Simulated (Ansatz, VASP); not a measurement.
# Na: VASP beside Ansatz

The input INCAR:

```
SYSTEM = Na
PREC = Accurate
ENCUT = 520
EDIFF = 1E-6
ISMEAR = -1
SIGMA = 0.08
LREAL = .FALSE.
LASPH = .TRUE.
NELM = 80
ALGO = Normal
ISIF = 2
LWAVE = .FALSE.
LCHARG = .FALSE.
GGA = PS
NBANDS = 14
```

The input KPOINTS:

```
regular mesh
0
G
  9 9 9
  0 0 0
```

File POSCAR:

```
Na
1.0
    0.0000000000      3.1194872838      3.1194872838
    3.1194872838      0.0000000000      3.1194872838
    3.1194872838      3.1194872838      0.0000000000
Na
2
Direct
   -0.1250000000     -0.1250000000     -0.1250000000
    0.1250000000      0.1250000000      0.1250000000
```

Input for Ansatz:

```yaml
crystal:
  lattice:
    - [0.0, 3.1194872838, 3.1194872838]
    - [3.1194872838, 0.0, 3.1194872838]
    - [3.1194872838, 3.1194872838, 0.0]
  atoms:
    - { symbol: Na, position: [-0.125, -0.125, -0.125] }
    - { symbol: Na, position: [0.125, 0.125, 0.125] }
kpoints:
  mp_grid: { grid: [9, 9, 9] }
scf:
  occupations: { method: fermi_dirac, width: 0.08 }
hamiltonian:
  xc: pbesol
  pseudopotentials: { kind: all_electron, lapw: { basis_error: 0.001 } }
output:
  forces: true
  stress: true
  eigenvalues: true
  populations: true
```

Change from the starting cell: volume scaled by 0.58, LAPW.

Alike in both runs: task single point; functional PBEsol; k mesh 9 × 9 × 9; occupations fermi-dirac, width 0.08 eV; no spin polarisation.

|  | VASP | Ansatz |
| --- | --- | --- |
| version | VASP 6.6.1 | Ansatz 0.2.0 |
| potentials or method | VASP PAW PBE potentials, release 64 (Na_pv) | all-electron LAPW, scalar-relativistic |
| plane-wave cutoff (eV) | 520 | see its input |

```csv
,VASP,Ansatz,Ansatz less VASP
pressure (GPa),4.4,4.4,0.00
```

Ansatz ran all-electron here, so the differences hold the error of VASP's frozen core and of both bases.

Caveats: the PAW data sets were made with another functional, which shifts forces and pressure a little (VASP).
